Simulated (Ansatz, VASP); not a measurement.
**InAs in two plane-wave programs**

One calculation is typed for both programs; each brings its own data sets. How far apart do they land? The cell is taken from a series of runs on this material, whose earlier steps may have relaxed, scaled, displaced or heated it; both programs get it as it stands.

Calculated with Ansatz 0.2.0; plane waves, with VASP 6.6.1 beside it; zone-centre phonons at PBEsol.

## 1. Starting point

The structure is orthorhombic, space group Imm2 (No. 44). Conventional cell: a = 4.175 Å, b = 4.308 Å, c = 6.186 Å, α = 90.00°, β = 90.00°, γ = 90.00°. Nearest to As lie 4 In at 2.62 to 2.63 Å. Nearest to In lie 4 As at 2.62 to 2.63 Å. Farther neighbours are not listed.

## 2. Ansatz: zone-centre phonons, PBEsol

Ansatz runs on its PAW soft_1 files.

Second derivatives magnify differences that forces hide, and they need a tight electronic threshold.

File input.yaml:

```yaml
crystal:
  lattice:
    - [-0.0470086472, 2.9992421676, 3.0929008764]
    - [2.9992421676, -0.0470086472, 3.0929008764]
    - [2.9522335204, 2.9522335204, 0.0]
  atoms:
    - { symbol: As, position: [0.74733437, 0.74733437, 0.75266563] }
    - { symbol: In, position: [0.00266563, 0.00266563, -0.00266563] }
kpoints:
  mp_grid: { grid: [12, 12, 12] }
hamiltonian:
  xc: pbesol
  pseudopotentials: { kind: paw, azcp: { folder: soft_1 }, xc_functional: pbe }
scf:
  occupations: { method: methfessel_paxton, width: 0.2 }
output:
  eigenvalues: true
phonons:
  method: dfpt
```

On the command line:

```console
$ ansatz run input.yaml --threads 4 --pin off --max-ram 10240MiB --backend cpu --events-out ev --progress --plain --runs-dir out
```

Numbers of over 12 decimals in the logs are rounded to 6 here.

Output:

```text
zone centre: on kpoints.mp_grid the ground state, and the responses unless they are solved on pairs of k-points, stand on 476 of the mesh's 1728 k-points, reduced under 2 symmetry operations, with k and −k counted as one. Each operation leaves every solved displacement unchanged or reverses it
Engine: ansatz 0.2.0, aarch64-unknown-linux-gnu
Pseudopotentials: kind: paw
Pseudopotential: As, paw, valence charge 15, recommended cutoff 420 eV (normal), soft_1/As.paw.azcp
Pseudopotential: In, paw, valence charge 13, recommended cutoff 420 eV (normal), soft_1/In.paw.azcp
Functional definition: PBEsol
  exchange = pbesol_x
  correlation = pbesol_c
Crystal: 2 atoms, lattice volume = 55.630 Å³
Basis set: ecut = 420 eV, 1075 PW (Γ), exchange–correlation on 60×60×60 points (8 copies of the dense FFT grid, shifted against one another)
Bands: 18, of which v1, the nominal top of the filled ones, is band 14 counted from 1 (13 counted from 0)
Symmetry: 4 space group operations
k-points: 476 of 1728 (irreducible under 2 space group operations, time reversal used)
Non-local potential: As, projectors of the file, l = 0: 2, l = 1: 2, l = 2: 3, l = 3: 1
Non-local potential: In, projectors of the file, l = 0: 2, l = 1: 2, l = 2: 2, l = 3: 1
PAW form: soft (Blöchl's): semilocal exchange-correlation on the pseudo side does not see the compensation charge
PAW frozen core: As, regenerated for the run's functional, and the local potential with it (the file was generated under x = pbe(κ = 0.804, μ = 0.219515), c = pbe(β = 0.066725))
PAW frozen core: In, regenerated for the run's functional, and the local potential with it (the file was generated under x = pbe(κ = 0.804, μ = 0.219515), c = pbe(β = 0.066725))
PAW one-centre angular grid: As, 590 points (default); XC on 64 Gauss nodes
PAW one-centre angular grid: In, 590 points (default); XC on 64 Gauss nodes
Initial density: superposition of atomic densities (chi_scale 0.1, normalization cell, long waves kept (reshape's long-wave potential 0.00 eV rms))
Initial wavefunctions: pseudopotential atomic-orbital guess
Functional: x = pbesol(κ = 0.804, μ = 0.123457), c = pbesol(β = 0.046)
SCF iter   1: F=—  HF=-10338.976462 eV  |F-HF|=—  |Δ(HF+E_count)|=         —  Δρ=2.86e-2  dr2=3.66e-1  ethr=3.10e-3  ⟨swp⟩=5.2  Hψ=43525  notcnv=0
preconditioner: auto → Kerker (q_TF=auto, 2.433 Å⁻¹)  [metal: Δε(μ)=0.081 eV  Ē_g=14.648 eV  σ=0.200 eV  W_gap=0.33  n_scr=14 (ndim 8)  ℏωp=21.1 eV  f_vac=0.008  D(μ)=0.03/eV (n_scr^D=0)]
SCF iter   2: F=—  HF=-10338.922002 eV  |F-HF|=—  |Δ(HF+E_count)|=   5.45e-2  S|Δr|=    0.00e0  Δρ=1.81e-2  dr2=1.66e-1  ethr=1.31e-3  ⟨swp⟩=2.0  Hψ=14006  notcnv=0
SCF iter   3: F=—  HF=-10338.882486 eV  |F-HF|=—  |Δ(HF+E_count)|=   3.95e-2  S|Δr|=    0.00e0  Δρ=3.01e-3  dr2=9.39e-3  ethr=5.94e-4  ⟨swp⟩=2.1  Hψ=10612  notcnv=0
SCF iter   4: F=—  HF=-10338.883858 eV  |F-HF|=—  |Δ(HF+E_count)|=   1.37e-3  S|Δr|=    0.00e0  Δρ=1.26e-3  dr2=1.97e-3  ethr=3.35e-5  ⟨swp⟩=2.8  Hψ=15462  notcnv=0
SCF iter   5: F=—  HF=-10338.884365 eV  |F-HF|=—  |Δ(HF+E_count)|=   5.07e-4  S|Δr|=    0.00e0  Δρ=5.31e-4  dr2=2.46e-4  ethr=7.05e-6  ⟨swp⟩=2.0  Hψ=15233  notcnv=0
SCF iter   6: F=—  HF=-10338.884550 eV  |F-HF|=—  |Δ(HF+E_count)|=   1.85e-4  S|Δr|=    0.00e0  Δρ=1.91e-4  dr2=2.31e-5  ethr=8.79e-7  ⟨swp⟩=2.0  Hψ=15232  notcnv=0
SCF iter   7: F=—  HF=-10338.884558 eV  |F-HF|=—  |Δ(HF+E_count)|=   7.94e-6  S|Δr|=    0.00e0  Δρ=4.98e-5  dr2=1.19e-6  ethr=8.26e-8  ⟨swp⟩=2.0  Hψ=15235  notcnv=0
SCF iter   8: F=—  HF=-10338.884561 eV  |F-HF|=—  |Δ(HF+E_count)|=   2.97e-6  S|Δr|=    0.00e0  Δρ=1.33e-5  dr2=1.11e-7  ethr=4.25e-9  ⟨swp⟩=2.4  Hψ=13699  notcnv=0
SCF iter   9: F=—  HF=-10338.884561 eV  |F-HF|=—  |Δ(HF+E_count)|=   1.44e-7  S|Δr|=    0.00e0  Δρ=3.67e-6  dr2=1.42e-8  ethr=3.96e-10  ⟨swp⟩=2.0  Hψ=15236  notcnv=0
SCF iter  10: F=—  HF=-10338.884561 eV  |F-HF|=—  |Δ(HF+E_count)|=   1.21e-8  S|Δr|=    0.00e0  Δρ=1.31e-6  dr2=1.88e-9  ethr=5.08e-11  ⟨swp⟩=2.0  Hψ=10255  notcnv=0
SCF iter  11: F=—  HF=-10338.884561 eV  |F-HF|=—  |Δ(HF+E_count)|=   1.22e-9  S|Δr|=    0.00e0  Δρ=3.69e-7  dr2=9.21e-11  ethr=6.72e-12  ⟨swp⟩=2.0  Hψ=10447  notcnv=0
SCF iter  12: F=—  HF=-10338.884561 eV  |F-HF|=—  |Δ(HF+E_count)|=  8.37e-11  S|Δr|=    0.00e0  Δρ=1.20e-7  dr2=1.04e-11  ethr=1.00e-12  ⟨swp⟩=2.0  Hψ=10217  notcnv=0
SCF iter  13: F=-10338.884561 eV  HF=-10338.884561 eV  |F-HF|=1.82e-12  |Δ(HF+E_count)|=  7.28e-12  S|Δr|=    0.00e0  Δρ=4.77e-8  dr2=1.37e-12  ethr=1.00e-12  ⟨swp⟩=5.0  Hψ=32438  notcnv=0
SCF 1 converged in 13 iterations: F = -10338.884561 eV  dr2 = 1.37e-12
  greatest PAW one-centre occupation: 0.999 electrons in one spin orbital (limit 2), on the As atom at site 0 (counted from 0), in its partial waves of l = 2
DFPT response loops at Γ: preconditioner auto → Kerker (q_TF=auto, 2.433 Å⁻¹) (partly filled bands, converged f_vac=0.088); β = 1.00, the filter's whole step (`scf.mixing.beta` (0.50) is not read by the response loops under this deck's `scf.mixing.preconditioner`; to damp them name `kerker` or `kerker_dos`, under which they read `scf.mixing.beta`, and type it under 1.00, their step now; both keys bind the ground state too); Broyden in place of MSR1
SCF converged after 13 iterations
Stability not checked: this state was not tested for a lower state beside it, because cold or Methfessel-Paxton smearing, or corrected tetrahedra, fill the levels in a way that the test cannot read (fill_not_monotonic; see scf.lower_state_search)
Free energy (F): -10338.884561 eV
Harris-Foulkes:  -10338.884561 eV  (|F-HF|=1.82e-12)
Internal energy: -10338.884954 eV  (E = F + TS)
E sigma→0 (E₀):  -10338.884659 eV
Entropy (-TS):   0.000393 eV (0.196 meV/atom)
Fermi energy:    7.588999 eV
Step filling:    the computed levels leave a gap of 0.0846 eV = 0.4 smearing widths at the electron count; against every level under it full and every level over it empty, smearing changes F+E_penalty+E_count by +0.080 meV and its σ→0 estimate by -0.018 meV
--- Per-component energies (eV) ---
  E_band       = -322.558476
  E_kinetic    = 317.005860
  E_local      = -3486.508091  (includes V_loc(G=0)·N_el)
  E_nonlocal   = -63.440249
  E_hartree    = 1732.424123
  E_xc         = -211.564717
  E_vxc        = -163.253725  (∫ρ·V_xc dr)
  E_paw        = -6109.561775  (= ΣΔE_a)
  E_vpaw       = -391.210660  (= ΣTr[D̂ρ^β])
  E_aug_tail   = 0.000144  (compensation charges beyond the density's cutoff)
  E_ewald      = -2518.442582
  E_core_change = 1.202334  (= ΣΔE_core)
  E_smearing   = 0.000393  (= −TS)
  E_closure    = -0.000000  (closes the sum)
  Σ components = -10338.884561   (vs F -10338.884561, Δ=0.00e0)
--- Band table (eV; the first three rows and the last of 476) ---
  k-point 0: bands = [... 10 lower, -4.3946, 7.1020, 7.3518, 7.3931, 7.6214, 11.1485, 11.3810, 11.4695]
  k-point 1: bands = [... 10 lower, -4.3201, 6.1750, 7.3050, 7.3403, 8.1956, 11.2943, 11.3995, 11.5722]
  k-point 2: bands = [... 10 lower, -4.1052, 4.9803, 7.0924, 7.0982, 8.5580, 11.5991, 11.6381, 11.9632]
  k-point 475: bands = [... 10 lower, -2.4599, 1.4928, 5.0919, 5.4227, 8.9275, 9.7124, 16.3018, 16.5932]
--- Phonons (Γ-DFPT): 4 representative perturbations + reference, on 476 of 1728 k-points (Σ response iterations 12) ---
  k mesh reduced under 2 symmetry operations, with k and −k counted as one. Each operation leaves every solved displacement unchanged or reverses it
  ASR residual: 3.266e-5 → 0.000e0 eV/Å²; symmetrization residual: 2.445e-5 eV/Å²
  ASR residual per site (eV/Å²): 1.73e-5 3.27e-5
  Γ frequencies (cm⁻¹): 0.00 0.00 0.00 210.67 212.58 215.66
  non-analytic LO–TO correction: not included (Born effective charges unavailable; polar crystals: no LO–TO splitting at Γ)
```

(Part 1 of 2 ends here.)

[Lines on the potential files, build, host, timing and source positions are cut from VASP's logs without a mark.]

[Logs are printed without paths, hosts, clocks, repeated set-up lines and the standing remarks that a program may print on its own settings, such as how far it seeks lower states.]

[Hosts, paths, dates, database ids (printed as entryN), source tags and the programs' standing remarks are cut or masked in the printed files.]
